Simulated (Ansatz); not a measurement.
```
Be S
1.0
     0.00000    2.41000    2.41000
     2.41000    0.00000    2.41000
     2.41000    2.41000    0.00000
Be S
1 1
Direct
  0.00000 0.00000 0.00000
  0.25000 0.25000 0.25000
```

```json
{
 "orbitals": "PBE",
 "datasets": "hard PAW set made for 700 eV",
 "k mesh": "4×4×4",
 "empty bands": "74",
 "response cutoff": "200 eV",
 "wave cutoff": "700 eV",
 "frequencies": "contour deformation",
 "q → 0 term": "the completed-sum build's own treatment",
 "band sums": "completed"
}
```

Program: Ansatz. The Kohn-Sham gap (from Γ to k = (0, -0.5, -0.5)) is 3.05 eV and the electronic dielectric constant on this mesh 5.8.

(1) By how much does G0W0 change the gap?

Answers

(1) By +1.53 eV, to 4.58 eV. The valence edge moves by -1.39 eV (Z = 0.79) and the conduction edge by +0.14 eV (Z = 0.82).

This ran on a trial build of the method. The cell is a model at fixed atoms and needn't be the relaxed known crystal. Points k are given in fractions of the reciprocal vectors. The mesh is coarse, so these are values at the stated settings, not converged ones. The response is still cut, so the gap isn't quite at its basis limit. The build that completes the sums treats q → 0 its own way, which shifts gaps on a coarse mesh by up to tenths of an eV. The gap is read on the mesh, and the crystal's band edges can lie off it. Meshes this coarse can overestimate the dielectric constant by a tenth and more.
